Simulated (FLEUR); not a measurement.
# MgSe: equation of state with PBEsol

The system is MgSe.

```
Se Mg
1.0
     0.00000    2.72550    2.72550
     2.72550    0.00000    2.72550
     2.72550    2.72550    0.00000
Se Mg
1 1
Direct
  0.50000 0.50000 0.50000
  0.00000 0.00000 0.00000
```

| Item | Value |
| --- | --- |
| Program | FLEUR MaX-R8.1 (later development tree) |
| Task | equation of state |
| Functional | PBEsol |
| Potentials or basis | all-electron |
| Basis | FLAPW |
| Kmax | 4.52 1/bohr |
| k mesh | 8 × 8 × 8 |
| Occupations | fermi-dirac, width 0.05 eV |
| Spin | no spin polarisation |
| Gmax | 14 1/bohr |
| Muffin-tin radii | Se 2.46, Mg 2.17 bohr |
| lmax | Se 10, Mg 9 |
| lnonsphr | Se 10, Mg 9 |
| Local orbitals a species | Se 4, Mg 5 |

- Equilibrium volume: 20.23 Å³/atom
- Bulk modulus: 65 GPa
- Pressure derivative of the bulk modulus: 4.1

Energy against volume, from the lowest point:
| volume (Å³/atom) | energy (meV/atom) |
| --- | --- |
| 19.031 | 15.91 |
| 19.436 | 6.72 |
| 19.841 | 1.55 |
| 20.246 | 0.00 |
| 20.651 | 1.71 |
| 21.056 | 6.37 |
| 21.461 | 13.70 |
